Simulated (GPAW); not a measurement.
The system is HfN.

```
Hf N
1.0
     3.13391    0.00000    0.00000
    -1.56695    2.71404    0.00000
     0.00000    0.00000    5.41677
Hf N
2 2
Direct
  0.33333 0.66667 0.25000
  0.66667 0.33333 0.75000
  0.00000 0.00000 0.50000
  0.00000 0.00000 0.00000
```

The cell comes from a database or a generator and needn't be the stable form of this composition.

Program: GPAW 26.7.0. Alike in all runs: no spin polarisation; cell as given; smearing fermi-dirac 0.05 eV.

Question: Order these runs on this cell by their pressure, lowest first.
A. level LDA; potentials or basis the program's PAW data sets (release 1.2.1) made for this functional, pw; k mesh 7 × 7 × 4; cutoff (eV) 800; maxiter 150; band path GMKGALHA,LM,KH; band points 60
B. level r2SCAN; potentials or basis GPAW PAW data sets (gpaw-data 1.2.1), pw; k mesh 7 × 7 × 4; cutoff (eV) 800; maxiter 150; band path GMKGALHA,LM,KH; band points 60
C. level PBEsol; potentials or basis PAW data sets generated in the run's folder for this functional, pw; k mesh 10 × 10 × 5; cutoff (eV) 800; maxiter 150
D. level LDA; potentials or basis the program's PAW data sets (release 1.2.1) made for this functional, pw; k mesh 8 × 8 × 4; cutoff (eV) 600; maxiter 120; convergence default

Answer: D (-15.1 GPa), A (-9.4 GPa), C (-2.1 GPa), B (2.9 GPa).

Caveats: the cutoff is short for stress and forces, so pressures can be off by a GPa or more (some runs); so large a pressure means that the cell lies far from this level's equilibrium, or that cutoff or potentials fall short (some runs); the PAW data sets were made with another functional, which shifts forces and pressure a little (some runs).

Not every run made on this cell is shown here.
